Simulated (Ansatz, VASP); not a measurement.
## Two plane-wave programs on B

The input INCAR:

```
PREC = Accurate
ENCUT = 520
EDIFF = 1E-6
ISMEAR = 0
SIGMA = 0.1
LREAL = F
LASPH = T
NELM = 100
ALGO = Normal
ISIF = 2
LWAVE = F
LCHARG = T
GGA = PE
LELF = T
LVHAR = T
NBANDS = 30
```

File KPOINTS:

```
regular mesh
0
Gamma
  6 6 2
```

File POSCAR:

```
B
1.0
    3.1297026101      0.0000000000      0.0000000000
   -0.2326129762      3.1605263783      0.0000000000
   -0.1329669364     -0.3517807602      7.8697040172
B
12
Direct
    0.6273790180      0.1327609229      0.8110713120
    0.8868857483      0.8634412833      0.2927212890
    0.1318134951      0.9544019139      0.7137701895
    0.3769728222      0.0641903703      0.1939474311
    0.8489202920      0.6645564618      0.8714672637
    0.1268475296      0.3640359503      0.3608712665
    0.8872525162      0.4296234996      0.6466369431
    0.1046607017      0.5525597477      0.1317335911
    0.3666809215      0.8340431569      0.9617366205
    0.4242419359      0.6324449642      0.5336570879
    0.6039264871      0.3701335854      0.0317600374
    0.6144185323      0.1378081438      0.4506269679
```

Input for Ansatz:

```yaml
crystal:
  lattice:
    - [3.1297026101, 0.0, 0.0]
    - [-0.2326129762, 3.1605263783, 0.0]
    - [-0.1329669364, -0.3517807602, 7.8697040172]
  atoms:
    - { symbol: B, position: [0.627379018, 0.1327609229, 0.811071312] }
    - { symbol: B, position: [0.8868857483, 0.8634412833, 0.292721289] }
    - { symbol: B, position: [0.1318134951, 0.9544019139, 0.7137701895] }
    - { symbol: B, position: [0.3769728222, 0.0641903703, 0.1939474311] }
    - { symbol: B, position: [0.848920292, 0.6645564618, 0.8714672637] }
    - { symbol: B, position: [0.1268475296, 0.3640359503, 0.3608712665] }
    - { symbol: B, position: [0.8872525162, 0.4296234996, 0.6466369431] }
    - { symbol: B, position: [0.1046607017, 0.5525597477, 0.1317335911] }
    - { symbol: B, position: [0.3666809215, 0.8340431569, 0.9617366205] }
    - { symbol: B, position: [0.4242419359, 0.6324449642, 0.5336570879] }
    - { symbol: B, position: [0.6039264871, 0.3701335854, 0.0317600374] }
    - { symbol: B, position: [0.6144185323, 0.1378081438, 0.4506269679] }
basis:
  ecutwfc: 420
kpoints:
  mp_grid: { grid: [6, 6, 2] }
hamiltonian:
  xc: pbe
scf:
  occupations: { method: gaussian, width: 0.1 }
  lower_state_search: "off"
output:
  forces: true
  stress: true
  eigenvalues: true
```

Change from the starting cell: the structure that the rattled cell fell into.

Alike in both runs: task single point; functional PBE; k mesh 6 × 6 × 2; occupations gaussian, width 0.1 eV; no spin polarisation.

|  | VASP | Ansatz |
| --- | --- | --- |
| version | VASP 6.6.1 | Ansatz 0.2.0 |
| potentials or method | VASP PAW PBE potentials, release 64 (B) | scalar-relativistic, plane waves, PAW |
| plane-wave cutoff (eV) | 520 | 420 |
| valence electrons in the cell | 36 | 36 |

```csv
,VASP,Ansatz,Ansatz less VASP
gap on the k mesh at the Fermi level (eV),none,none,-
pressure (GPa),0.0,0.0,-0.01
largest component of the traceless stress (GPa),0.74,0.69,-0.047
rms of the force components (eV/Å),0.030,0.031,+0.0008
```

Atom by atom the forces differ by 0.002 eV/Å (rms over components). A gap of «none» marks a metal or a gap that the smearing closes.

Caveats: the k mesh is coarse (spacing up to 0.40 Å⁻¹), so the values aren't converged.
